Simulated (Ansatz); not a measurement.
## Structural relaxation of glassy Al2O3 (180 atoms)

Wanted: the relaxed structure of glassy Al2O3 (180 atoms) and its electronic structure.

Calculated with Ansatz 0.2.0; Kohn-Sham DFT, PBE, PAW (set soft_2), plane waves.

**Experiments to compare with.** The density of powdered alumina glass made by anodizing aluminium was measured with a helium pycnometer at room temperature (“Structure of alumina glass”, 2022, PMC8752723): density 3.05 g/cm³; number of O about Al 4.73 (by 27Al MAS NMR).

## Step 1: Starting point

The cell holds 180 atoms: 72 Al and 108 O. Its edges and angles: a = 12.596 Å, b = 12.596 Å, c = 12.596 Å, α = 90.0°, β = 90.0°, γ = 90.0°. 180 atoms (72 Al, 108 O) placed at random at 3.05 g/cm³, melted at 4500 K for 20 ps at fixed volume with the Morse and Coulomb pair potential with partial charges (Pedone, Malavasi, Menziani, Cormack and Segre, J. Phys. Chem. B 110, 11780 (2006)). Quenched from 4500 K to 300 K at 20 K/ps and fixed volume, held 5 ps. The starting density is a measured one.

What the set-up can't give: The quench rate of 20 K/ps is many orders above laboratory rates, so the cell is likely richer in defects and strain than a real sample. The network of bonds at the start is that of the classical potential that made the cell. The Brillouin zone is sampled at Γ only, in a cell whose shortest periodic width is 13 Å.

## Step 2: Single point at the start

The forces at the start show how far the geometry lies from a minimum of this functional.

The input, input.yaml:

```yaml
crystal:
  lattice:
    - [12.5958, 0.0, 0.0]
    - [0.0, 12.5958, 0.0]
    - [0.0, 0.0, 12.5958]
  atoms:
    - { symbol: Al, position: [0.09844, 0.35257, 0.8387] }
    - { symbol: Al, position: [0.63482, 0.66544, 0.25388] }
    - { symbol: Al, position: [0.86758, 0.36187, 0.7569] }
    - { symbol: Al, position: [0.92127, 0.41456, 0.98736] }
    - { symbol: Al, position: [0.47199, 0.66721, 0.40301] }
    - { symbol: Al, position: [0.22901, 0.5698, 0.77552] }
    - { symbol: Al, position: [0.94924, 0.81588, 0.67912] }
    - { symbol: Al, position: [0.31596, 0.52431, 0.01444] }
    - { symbol: Al, position: [0.53604, 0.65996, 0.96498] }
    - { symbol: Al, position: [0.82184, 0.52958, 0.31438] }
    - { symbol: Al, position: [0.21902, 0.123, 0.81561] }
    - { symbol: Al, position: [0.31332, 0.93582, 0.12234] }
    - { symbol: Al, position: [0.99822, 0.14109, 0.72606] }
    - { symbol: Al, position: [0.1506, 0.92797, 0.95966] }
    - { symbol: Al, position: [0.43311, 0.25217, 0.78411] }
    - { symbol: Al, position: [0.09677, 0.42427, 0.51597] }
    - { symbol: Al, position: [0.44478, 0.07908, 0.53462] }
    - { symbol: Al, position: [0.5131, 0.41166, 0.97793] }
    - { symbol: Al, position: [0.80821, 0.58622, 0.67625] }
    - { symbol: Al, position: [0.92797, 0.06018, 0.47744] }
    - { symbol: Al, position: [0.69168, 0.52859, 0.85164] }
    - { symbol: Al, position: [0.10083, 0.62934, 0.43104] }
    - { symbol: Al, position: [0.6795, 0.186, 0.77958] }
    - { symbol: Al, position: [0.79049, 0.16323, 0.5982] }
    - { symbol: Al, position: [0.58165, 0.85669, 0.10955] }
    - { symbol: Al, position: [0.60167, 0.39572, 0.67707] }
    - { symbol: Al, position: [0.18034, 0.76117, 0.63149] }
    - { symbol: Al, position: [0.91103, 0.93986, 0.89069] }
    - { symbol: Al, position: [0.89529, 0.74541, 0.35128] }
    - { symbol: Al, position: [0.42914, 0.16404, 0.18941] }
    - { symbol: Al, position: [0.89799, 0.29668, 0.4032] }
    - { symbol: Al, position: [0.62329, 0.10449, 0.01572] }
    [... 142 atom lines left out ...]
    - { symbol: O, position: [0.20658, 0.89103, 0.39632] }
    - { symbol: O, position: [0.8942, 0.71165, 0.21624] }
    - { symbol: O, position: [0.4678, 0.84475, 0.19663] }
    - { symbol: O, position: [0.98504, 0.09097, 0.15403] }
    - { symbol: O, position: [0.00287, 0.9348, 0.99709] }
    - { symbol: O, position: [0.06912, 0.8403, 0.60198] }
kpoints:
  mp_grid: { grid: [1, 1, 1] }
hamiltonian:
  xc: pbe
scf:
  occupations: { method: fixed }
output:
  forces: true
  stress: true
  populations: true
  dos:
    method: { smearing: { sigma: 0.1 } }
    de: 0.1
    projected: { site_lists: { Al: [Al], O: [O] } }
  eigenvalues: true
```

Started as:

```bash
$ ansatz run input.yaml --threads 4 --pin off --max-ram 8192MiB --backend cpu --events-out ev --progress --plain --runs-dir out
```

Numbers of over 12 decimals in the logs are rounded to 6 here.

What it wrote:

```text
Engine: ansatz 0.2.0, x86_64-unknown-linux-gnu
Pseudopotentials: kind: paw
Pseudopotential: Al, paw, valence charge 3, recommended cutoff 420 eV (normal), Al.paw.azcp
Pseudopotential: O, paw, valence charge 6, recommended cutoff 420 eV (normal), O.paw.azcp
Functional definition: PBE
  parameter kappa = 0.804
  parameter beta = 0.066725
  exchange = pbe_x(kappa = kappa, mu = beta*pi^2/3)
  correlation = pbe_c(beta = beta)
Crystal: 180 atoms, lattice volume = 1998.376 Å³
Basis set: ecut = 420 eV, 39127 PW (Γ), exchange–correlation on 180×180×180 points (8 copies of the dense FFT grid, shifted against one another)
Bands: 612, of which v1, the nominal top of the filled ones, is band 432 counted from 1 (431 counted from 0)
Symmetry: 1 space group operations
Space group: P1 (ITA 1), of the structure as read, at distance tolerance 1.3e-4 Å
k-points: 1
Non-local potential: Al, projectors of the file, l = 0: 2, l = 1: 2, l = 2: 1
Non-local potential: O, projectors of the file, l = 0: 2, l = 1: 2, l = 2: 1
PAW form: soft (Blöchl's): semilocal exchange-correlation on the pseudo side does not see the compensation charge
PAW one-centre angular grid: Al, 110 points (default); XC on 64 Gauss nodes
PAW one-centre angular grid: O, 110 points (default); XC on 64 Gauss nodes
Initial density: superposition of atomic densities (neutral atoms: chi_scale 0, normalization atom), corrected by the library's trained network
Initial wavefunctions: pseudopotential atomic-orbital guess
Functional: x = pbe(κ = 0.804, μ = 0.219515), c = pbe(β = 0.066725)
SCF iter   1: F=—  HF=-100217.536547 eV  |F-HF|=—  |Δ(HF+E_count)|=         —  Δρ=2.47e-3  dr2=1.90e-1  ethr=1.77e-3  ⟨swp⟩=5.0  Hψ=2209  notcnv=0  defer=178
preconditioner: auto → Resta (q_TF=auto, 2.372 Å⁻¹)  ε∞=3.5  [insulator: Δε(μ)=3.055 eV  Ē_g=15.563 eV  n_scr=460 (ndim 8)  ℏωp=24.4 eV  f_vac=0.036  ε∞_Penn≈3.5]
SCF iter   2: F=—  HF=-100217.512031 eV  |F-HF|=—  |Δ(HF+E_count)|=   2.45e-2  Δρ=1.35e-3  dr2=4.51e-2  ethr=2.20e-5  ⟨swp⟩=2.0  Hψ=1138  notcnv=0  defer=178
SCF iter   3: F=—  HF=-100217.513587 eV  |F-HF|=—  |Δ(HF+E_count)|=   1.56e-3  Δρ=5.97e-4  dr2=1.21e-2  ethr=5.22e-6  ⟨swp⟩=3.0  Hψ=783  notcnv=0  defer=178
SCF iter   4: F=—  HF=-100217.512648 eV  |F-HF|=—  |Δ(HF+E_count)|=   9.39e-4  Δρ=1.84e-4  dr2=7.11e-4  ethr=1.40e-6  ⟨swp⟩=3.0  Hψ=786  notcnv=0  defer=178
SCF iter   5: F=—  HF=-100217.512787 eV  |F-HF|=—  |Δ(HF+E_count)|=   1.39e-4  Δρ=1.28e-4  dr2=2.55e-4  ethr=8.23e-8  ⟨swp⟩=2.0  Hψ=827  notcnv=0  defer=178
SCF iter   6: F=—  HF=-100217.512763 eV  |F-HF|=—  |Δ(HF+E_count)|=   2.40e-5  Δρ=2.56e-5  dr2=1.38e-5  ethr=2.96e-8  ⟨swp⟩=2.0  Hψ=817  notcnv=0  defer=174
SCF iter   7: F=—  HF=-100217.512956 eV  |F-HF|=—  |Δ(HF+E_count)|=   1.92e-4  Δρ=1.21e-5  dr2=2.46e-6  ethr=1.59e-9  ⟨swp⟩=2.0  Hψ=1044  notcnv=0  defer=173
SCF iter   8: F=—  HF=-100217.512957 eV  |F-HF|=—  |Δ(HF+E_count)|=   1.66e-6  Δρ=6.90e-6  dr2=7.90e-7  ethr=2.85e-10  ⟨swp⟩=2.0  Hψ=870  notcnv=0  defer=173
SCF iter   9: F=-100217.512958 eV  HF=-100217.512958 eV  |F-HF|=2.62e-8  |Δ(HF+E_count)|=   1.66e-7  Δρ=1.60e-6  dr2=4.67e-8  ethr=1.16e-11  ⟨swp⟩=15.0  Hψ=4127  notcnv=0
SCF 1 converged in 9 iterations: F = -100217.512958 eV  dr2 = 4.67e-8
  greatest PAW one-centre occupation: 0.866 electrons in one spin orbital (limit 2), on the O atom at site 136 (counted from 0), in its partial waves of l = 0
SCF converged after 9 iterations
Free energy (F): -100217.512958 eV
Harris-Foulkes:  -100217.512958 eV  (|F-HF|=2.62e-8)
Internal energy: -100217.512958 eV  (E = F + TS)
E sigma→0 (E₀):  -100217.512958 eV
Fermi energy:    5.610597 eV
--- Per-component energies (eV) ---
  E_band       = -1462.596999
  E_kinetic    = 21101.223249
  E_local      = -47038.917984  (includes V_loc(G=0)·N_el)
  E_nonlocal   = 5891.911861
  E_hartree    = 17610.982571
  E_xc         = -10959.692029
  E_vxc        = -12422.838896  (∫ρ·V_xc dr)
  E_paw        = -50809.076079  (= ΣΔE_a)
  E_vpaw       = -4216.198943  (= ΣTr[D̂ρ^β])
  E_aug_tail   = 0.272597  (compensation charges beyond the density's cutoff)
  E_ewald      = -36014.217144
  E_smearing   = -0.000000  (= −TS)
  E_closure    = -0.000000  (closes the sum)
  Σ components = -100217.512958   (vs F -100217.512958, Δ=0.00e0)
--- Forces (eV/Å), atoms counted from 1 ---
  atom   1  Al     2.01038057    -0.39720671     1.08993747
  atom   2  Al    -0.01710734    -0.45553761    -1.67256220
  atom   3  Al     0.30941958     0.44310971     1.32543082
  atom   4  Al    -0.37880718    -0.09418957     0.60605416
  atom   5  Al    -0.64967530    -0.94997069     0.39307708
  atom   6  Al     0.19240341     0.37041755     1.52992765
  atom   7  Al     1.29491116    -0.58785708     0.79038504
  atom   8  Al    -2.47197013     0.70371756     0.99469696
  atom   9  Al     0.82625983    -0.32400748    -0.98997293
  atom  10  Al    -0.18235581     0.95566916     1.34729484
  atom  11  Al     1.12394218    -1.32168732     0.24163188
  atom  12  Al    -0.74605727    -0.62560040    -1.70543508
  atom  13  Al     0.65844725     1.02729494     0.38094789
  atom  14  Al    -2.97312629    -1.36769300     1.56833248
[...]
atom 179  O      0.84670536    -0.26924513    -0.33338270
  atom 180  O     -0.34163902    -0.17906216     0.23737255
  max |Σ_I F_I| component: 1.38e-4 eV/Å
--- Stress (GPa, compression-positive) ---
        6.598075      -0.665488       1.319939
       -0.665479       4.071693      -0.212213
        1.319939      -0.212223       2.655862
  P = ⅓ Tr σ = 4.4419 GPa (44.419 kbar)
--- Band table (eV) ---
  k-point 0: bands = ["-14.3226", "-14.1223", "-14.0723", "-14.0023", [... 596 levels ...], "16.1363", "16.1575", "16.1961", "16.2125", "16.2317", "16.2451", "16.2631", "16.3129", "16.3520", "16.3823", "16.3921", "16.4199"]
--- Löwdin populations: 180 sites ---
  site symbol       q [e]
     0     Al      1.5955
     1     Al      1.6032
     2     Al      1.6416
[...]
179      O      6.8432
  spilling = 0.008376 (of n_electrons = 864.000000)
```

Elapsed: 48 s, on 4 threads of Intel Xeon 6975P-C (Granite Rapids), shared host; peak memory 3.2 GiB.

In the SCF lines HF is the Harris–Foulkes energy and dr2 the Hartree energy of the density residual, in eV; the loop may stop once dr2 is under the threshold and the program's other checks hold. Hψ counts applications of the Hamiltonian.

Read from the output:

- free energy: -100217.5130 eV
- free energy per atom: -556.7640 eV/atom
- SCF cycles: 9
- pressure: 4.442 GPa
- r.m.s. force component: 0.9606 eV/Å
- longest force: 3.779 eV/Å
- Fermi energy: 5.611 eV
- gap (highest filled to lowest empty level): 2.901 eV
- spilling of the projection: 0.008376

The r.m.s. force component of 0.96 eV/Å and the pressure of 4.4 GPa set the starting point.

Neighbours are counted within 2.33 Å (O-Al).

Length of the force by element and coordination:

| element | coordination | atoms | mean length of the force (eV/Å) | spread | least | most |
| --- | --- | --- | --- | --- | --- | --- |
| Al | all | 72 | 1.65 | 0.688 | 0.135 | 3.63 |
| Al | 4 | 54 | 1.66 | 0.700 | 0.135 | 3.63 |
| Al | 5 | 16 | 1.63 | 0.671 | 0.478 | 2.74 |
| Al | 6 | 2 | 1.33 | 0.326 | 1.00 | 1.65 |
| O | all | 108 | 1.39 | 0.748 | 0.226 | 3.78 |
| O | 2 | 18 | 1.43 | 0.790 | 0.477 | 3.56 |
| O | 3 | 88 | 1.37 | 0.742 | 0.226 | 3.78 |
| O | 4 | 2 | 1.84 | 0.411 | 1.43 | 2.25 |

## Step 3: Cell and atoms relaxed

The cell is relaxed with the atoms, since the starting lattice needn't suit this functional.

input.yaml, the sections that differ from step 2:

```yaml
output:
  forces: true
relax:
  f_tol: 0.03
  max_steps: 200
  cell: {}
# crystal, kpoints, hamiltonian, scf: as in step 2
```

What it wrote:

```text
[...]
Crystal: 180 atoms, lattice volume = 1998.376 Å³
Basis set: ecut = 420 eV, 39127 PW (Γ), exchange–correlation on 180×180×180 points (8 copies of the dense FFT grid, shifted against one another)
Bands: 612, of which v1, the nominal top of the filled ones, is band 432 counted from 1 (431 counted from 0)
Symmetry: 1 space group operations
[...]
k-points: 1
[...]
SCF iter   1: F=—  HF=-100217.537561 eV  |F-HF|=—  |Δ(HF+E_count)|=         —  Δρ=2.48e-3  dr2=1.93e-1  ethr=1.77e-3  ⟨swp⟩=5.0  Hψ=1957  notcnv=0  defer=177
[...]
SCF iter   3: F=—  HF=-100217.513468 eV  |F-HF|=—  |Δ(HF+E_count)|=   1.50e-3  Δρ=6.05e-4  dr2=1.22e-2  ethr=5.23e-6  ⟨swp⟩=3.0  Hψ=783  notcnv=0  defer=134
automatic band count: iteration 3 solves 568 bands in place of 612: the levels show a gap, and the empty bands left out lie too high to hold charge; the band table lists the bands solved (type scf.n_extra_bands for more)
SCF iter   4: F=—  HF=-100217.512642 eV  |F-HF|=—  |Δ(HF+E_count)|=   8.25e-4  Δρ=1.85e-4  dr2=7.32e-4  ethr=1.42e-6  ⟨swp⟩=3.0  Hψ=786  notcnv=0  defer=134
[...]
SCF iter   9: F=-100217.512958 eV  HF=-100217.512958 eV  |F-HF|=2.54e-8  |Δ(HF+E_count)|=   1.28e-7  Δρ=1.76e-6  dr2=5.48e-8  ethr=1.16e-11  ⟨swp⟩=3.0  Hψ=1811  notcnv=0
SCF 1 converged in 9 iterations: F = -100217.512958 eV  dr2 = 5.48e-8
[...]
relax step   1: F+E_penalty+E_count = -100217.51295754 eV  Δ(F+E_penalty+E_count) = +0.000e0 eV  max|allowed force component| = 3.141e0 eV/Å  Δτ_max = 0.0000 Å  P = +4.442 GPa  Ω = 1998.376 Å³  (9 SCF iters, dr2 threshold 1.00e-7 eV, accepted)
[... from here on, the SCF cycles and remarks between the steps are left out ...]
relax step   2: F+E_penalty+E_count = -100223.62982355 eV  Δ(F+E_penalty+E_count) = -6.117e0 eV  max|allowed force component| = 2.027e0 eV/Å  Δτ_max = 0.1208 Å  P = +2.107 GPa  Ω = 2011.593 Å³  energy of the carried Pulay correction = -5.280e-2 eV  (7 SCF iters, dr2 threshold 1.80e-5 eV, accepted)
relax step   3: F+E_penalty+E_count = -100228.15011946 eV  Δ(F+E_penalty+E_count) = -4.520e0 eV  max|allowed force component| = 3.545e-1 eV/Å  Δτ_max = 0.2000 Å  P = +0.295 GPa  Ω = 2013.091 Å³  energy of the carried Pulay correction = -5.876e-2 eV  (7 SCF iters, dr2 threshold 1.80e-5 eV, accepted)
relax step   4: F+E_penalty+E_count = -100228.49841278 eV  Δ(F+E_penalty+E_count) = -3.483e-1 eV  max|allowed force component| = 1.353e-1 eV/Å  Δτ_max = 0.2000 Å  P = -0.036 GPa  Ω = 2012.087 Å³  energy of the carried Pulay correction = -5.476e-2 eV  (7 SCF iters, dr2 threshold 7.85e-6 eV, accepted)
relax step   5: F+E_penalty+E_count = -100228.61001708 eV  Δ(F+E_penalty+E_count) = -1.116e-1 eV  max|allowed force component| = 1.366e-1 eV/Å  Δτ_max = 0.2000 Å  P = +0.063 GPa  Ω = 2011.246 Å³  energy of the carried Pulay correction = -5.142e-2 eV  (8 SCF iters, dr2 threshold 1.14e-6 eV, accepted)
relax step   6: F+E_penalty+E_count = -100228.75412408 eV  Δ(F+E_penalty+E_count) = -1.441e-1 eV  max|allowed force component| = 1.233e-1 eV/Å  Δτ_max = 0.2000 Å  P = +0.005 GPa  Ω = 2013.416 Å³  energy of the carried Pulay correction = -6.005e-2 eV  (8 SCF iters, dr2 threshold 1.17e-6 eV, accepted)
relax step   7: F+E_penalty+E_count = -100228.78779959 eV  Δ(F+E_penalty+E_count) = -3.368e-2 eV  max|allowed force component| = 4.210e-2 eV/Å  Δτ_max = 0.1086 Å  P = -0.018 GPa  Ω = 2012.860 Å³  energy of the carried Pulay correction = -5.784e-2 eV  (7 SCF iters, dr2 threshold 9.50e-7 eV, accepted)
relax step   8: F+E_penalty+E_count = -100228.79098116 eV  Δ(F+E_penalty+E_count) = -3.182e-3 eV  max|allowed force component| = 2.550e-2 eV/Å  Δτ_max = 0.0391 Å  P = +0.015 GPa  Ω = 2012.553 Å³  energy of the carried Pulay correction = -5.662e-2 eV  (7 SCF iters, dr2 threshold 1.11e-7 eV, accepted)
relax step   9: F+E_penalty+E_count = -100228.86993763 eV  Δ(F+E_penalty+E_count) = -7.896e-2 eV  max|allowed force component| = 2.594e-2 eV/Å  Δτ_max = 0.0000 Å  P = +0.100 GPa  Ω = 2012.553 Å³  stress off target by 3.02e-1 GPa  SCF on the basis re-selected at this cell (its energy is not comparable with the rows above)  (7 SCF iters)
relax step  10: F+E_penalty+E_count = -100228.86167403 eV  Δ(F+E_penalty+E_count) = +8.264e-3 eV  max|allowed force component| = 2.282e-2 eV/Å  Δτ_max = 0.0372 Å  P = -0.052 GPa  Ω = 2015.503 Å³  energy of the carried Pulay correction = -1.209e-2 eV  (7 SCF iters, dr2 threshold 2.28e-7 eV, accepted)
relax step  11: F+E_penalty+E_count = -100228.86873522 eV  Δ(F+E_penalty+E_count) = -7.061e-3 eV  max|allowed force component| = 1.982e-2 eV/Å  Δτ_max = 0.0280 Å  P = +0.020 GPa  Ω = 2013.913 Å³  energy of the carried Pulay correction = -5.530e-3 eV  (8 SCF iters, dr2 threshold 2.44e-8 eV, accepted)
relax step  12: F+E_penalty+E_count = -100228.87699173 eV  Δ(F+E_penalty+E_count) = -8.257e-3 eV  max|allowed force component| = 1.984e-2 eV/Å  Δτ_max = 0.0000 Å  P = +0.022 GPa  Ω = 2013.913 Å³  stress off target by 5.77e-2 GPa  SCF on the basis re-selected at this cell (its energy is not comparable with the rows above)  (5 SCF iters)
relax step  13: F+E_penalty+E_count = -100228.87353279 eV  Δ(F+E_penalty+E_count) = +3.459e-3 eV  max|allowed force component| = 1.971e-2 eV/Å  Δτ_max = 0.0226 Å  P = -0.009 GPa  Ω = 2014.822 Å³  energy of the carried Pulay correction = -3.698e-3 eV  (9 SCF iters, dr2 threshold 8.34e-9 eV, accepted)
relax step  14: F+E_penalty+E_count = -100228.87608048 eV  Δ(F+E_penalty+E_count) = -2.548e-3 eV  max|allowed force component| = 1.971e-2 eV/Å  Δτ_max = 0.0000 Å  P = -0.008 GPa  Ω = 2014.822 Å³  stress off target by 1.82e-2 GPa  SCF on the basis re-selected at this cell (its energy is not comparable with the rows above)  (5 SCF iters)
[...]
SCF converged after 5 iterations
Free energy (F): -100228.876080 eV
[...]
Internal energy: -100228.876080 eV  (E = F + TS)
E sigma→0 (E₀):  -100228.876080 eV
Fermi energy:    5.070649 eV
[...]
--- Forces (eV/Å), atoms counted from 1 ---
  atom   1  Al    -0.00425261     0.00197138     0.00115380
  atom   2  Al     0.00387216     0.00179502     0.00149712
  atom   3  Al    -0.00448885    -0.00011126    -0.00145171
  atom   4  Al     0.00242317     0.00238515    -0.00239997
  atom   5  Al    -0.00728336    -0.00536737    -0.00585891
  atom   6  Al     0.00688013     0.00978678     0.00902738
  atom   7  Al    -0.00345056    -0.00091534     0.00001752
  atom   8  Al     0.00467137     0.00124350     0.00078285
  atom   9  Al     0.00298410     0.00321315     0.00147000
  atom  10  Al    -0.00425061    -0.00033215    -0.00175856
  atom  11  Al     0.00445353     0.00461946    -0.00079006
  atom  12  Al     0.00314889     0.00105086    -0.00478884
  atom  13  Al    -0.00098650     0.00113182    -0.00391692
  atom  14  Al     0.00138020    -0.00415335    -0.00594160
[...]
atom 179  O     -0.00173973     0.00033389     0.00180200
  atom 180  O     -0.00003283    -0.00090660    -0.00180105
  max |Σ_I F_I| component: 2.85e-5 eV/Å
--- Stress (GPa, compression-positive) ---
       -0.015234       0.003427      -0.003313
        0.003429      -0.003405       0.006056
       -0.003308       0.006043      -0.005427
  P = ⅓ Tr σ = -0.0080 GPa (-0.080 kbar)
--- Relaxed structure (11 steps of the walk, 11 accepted, 3 SCFs on fresh bases) ---
  F+E_penalty+E_count = -100228.87608048 eV   max|allowed force component| = 1.971e-2 eV/Å   (the final SCF, on the basis selected at the relaxed cell)
  cell:  # Å, volume = 2014.8219 Å³
    - [12.810477, -0.103897, 0.145252]
    - [-0.103897, 12.536994, -0.021437]
    - [0.145252, -0.021437, 12.547733]
  atoms:
    - { symbol: Al, position: [0.108059, 0.344824, 0.836252] }
    - { symbol: Al, position: [0.628082, 0.669376, 0.244908] }
    - { symbol: Al, position: [0.870248, 0.354468, 0.759595] }
    - { symbol: Al, position: [0.927524, 0.414076, 0.984878] }
[...]
- { symbol: O, position: [0.069227, 0.839651, 0.606792] }
```

Run time: 5.3 min. Hardware: 4 threads; peak memory 2.9 GiB.

Step by step:

| step | energy less that of the first step (eV) | largest force component (eV/Å) | pressure (GPa) | volume (Å³) |
| --- | --- | --- | --- | --- |
| 1 | 0.0000 | 3.1405 | 4.44 | 1998.38 |
| 2 | -6.1169 | 2.0272 | 2.11 | 2011.59 |
| 3 | -10.6372 | 0.3545 | 0.29 | 2013.09 |
| 4 | -10.9855 | 0.1353 | -0.04 | 2012.09 |
| 5 | -11.0971 | 0.1366 | 0.06 | 2011.25 |
| 6 | -11.2412 | 0.1233 | 0.00 | 2013.42 |
| 7 | -11.2748 | 0.0421 | -0.02 | 2012.86 |
| 8 | -11.2780 | 0.0255 | 0.02 | 2012.55 |
| 9* | -11.3570 | 0.0259 | 0.10 | 2012.55 |
| 10 | -11.3487 | 0.0228 | -0.05 | 2015.50 |
| 11 | -11.3558 | 0.0198 | 0.02 | 2013.91 |
| 12* | -11.3640 | 0.0198 | 0.02 | 2013.91 |
| 13 | -11.3606 | 0.0197 | -0.01 | 2014.82 |
| 14* | -11.3631 | 0.0197 | -0.01 | 2014.82 |

Relaxation steps marked * repeat the geometry before them on a plane-wave basis chosen anew for their cell, so energy and pressure can jump there.

| cell as run | before | after | change |
| --- | --- | --- | --- |
| a (Å) | 12.596 | 12.812 | +1.7 % |
| b (Å) | 12.596 | 12.537 | -0.5 % |
| c (Å) | 12.596 | 12.549 | -0.4 % |
| α (°) | 90.00 | 90.20 | +0.2 % |
| β (°) | 90.00 | 88.69 | -1.5 % |
| γ (°) | 90.00 | 90.94 | +1.0 % |
| volume (Å³/atom) | 11.10 | 11.19 | +0.8 % |

The atoms that moved most (Å, as changes of fractional coordinates times the final cell):

| atom | dx | dy | dz | length |
| --- | --- | --- | --- | --- |
| O128 | 0.088 | 0.116 | 0.498 | 0.518 |
| Al16 | 0.236 | -0.193 | -0.343 | 0.459 |
| O139 | -0.037 | -0.439 | 0.076 | 0.447 |
| O140 | -0.149 | 0.015 | -0.360 | 0.390 |
| O136 | 0.322 | -0.116 | 0.165 | 0.380 |
| Al50 | -0.127 | -0.188 | -0.275 | 0.357 |
| O173 | -0.147 | 0.203 | -0.245 | 0.351 |
| O178 | 0.314 | 0.031 | -0.085 | 0.326 |

The relaxation changed the energy by -63.1 meV/atom, and atoms moved by 0.18 Å r.m.s., 0.52 Å at most.

(Continued in part 2 of 3.)

[Logs are printed without paths, hosts, clocks, repeated set-up lines and the standing remarks that a program may print on its own settings, such as how far it seeks lower states.]

[Hosts, paths, dates, database ids (printed as entryN), source tags and the programs' standing remarks are cut or masked in the printed files.]
